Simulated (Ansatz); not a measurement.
Relaxing I

Level of theory: DFT PBE, scalar-relativistic, plane waves, PAW in Ansatz 0.2.0. Cutoff 420 eV, Γ-centred k mesh, Gaussian smearing, no spin polarisation in the final step.

The start puts I on the trigonal selenium structure type (P3_121, No. 152), at a guessed volume.

```yaml
crystal:
  lattice:
    - [5.18693, 0.00000, 0.00000]
    - [-2.59347, 4.49202, 0.00000]
    - [0.00000, 0.00000, 5.88475]
  atoms:
    - { symbol: I, position: [0.22540, 0.00000, 0.33333] }
    - { symbol: I, position: [0.00000, 0.22540, 0.66667] }
    - { symbol: I, position: [0.77460, 0.77460, 0.00000] }
```

Cell and atoms relax at zero pressure; the relaxation can't lower the symmetry of the start. After a coarse first stage the cell is made exact in the group found at 0.06 Å.

Energies count from the standard state of I at the same level.

(1) Which crystal results?

(2) What are its volume, energy, density and gap?

Results:

(1) It ends in Pm-3m (No. 221). The result has the simple cubic structure. Conventional cell: a = 3.463 Å. I is coordinated by 6 I at 3.46 Å.

Space group Pm-3m (No. 221). a = 3.463 Å, b = 3.463 Å, c = 3.463 Å, α = 90.00°, β = 90.00°, γ = 90.00°
```tsv
atom	site	symmetry	x	y	z
I	1b	m-3m	0.5000	0.5000	0.5000
```

(2) The volume per atom is 41.54 Å³, the density is 5.07 g/cm³ and the energy over the standard structure is 0.32 eV/atom. The gap on the 18×18×18 mesh is 0 eV (a metal).

The final run used a 18×18×18 mesh on its 1-atom cell and 0.10 eV smearing. The k mesh leaves about 4 meV/atom of noise in metals. Spin–orbit coupling is left out. Symmetry constrained the relaxation, so the result can be a saddle point. The steps took about 60 core-seconds in all.

This simple cubic form isn't the element's structure at ambient conditions.